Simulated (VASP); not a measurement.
A run of VASP 6.6.1 is set up as follows.

INCAR

```
SYSTEM = Ag
PREC = Accurate
ENCUT = 300
EDIFF = 1E-7
ISMEAR = 1
SIGMA = 0.1
LREAL = .FALSE.
LASPH = .TRUE.
NELM = 80
ALGO = Normal
ISIF = 2
LWAVE = .FALSE.
LCHARG = .FALSE.
GGA = PE
IBRION = 2
NSW = 40
EDIFFG = -0.01
```

File KPOINTS:

```
regular mesh
0
G
  8 8 8
  0 0 0
```

The input POSCAR:

```
Ag                                      
1.0
    0.0000000000      2.0479364363      2.0479364363
    2.0479364363      0.0000000000      2.0479364363
    2.0479364363      2.0479364363      0.0000000000
  Ag            
     1
Direct
     1.0000000000000000    0.0000000000000000    1.0000000000000000
```

Potentials or basis: VASP PAW PBE potentials, release 64 (Ag).

Launch:

```sh
$ cat potpaw_PBE.64/Ag/POTCAR > POTCAR
$ mpirun -np 1 vasp_std > vasp.out
```

(1) Predict the band gap on the k mesh.

Answers

(1) none (metal or under the smearing width).

Caveat: the relaxation stopped at its first step, so nothing moved.
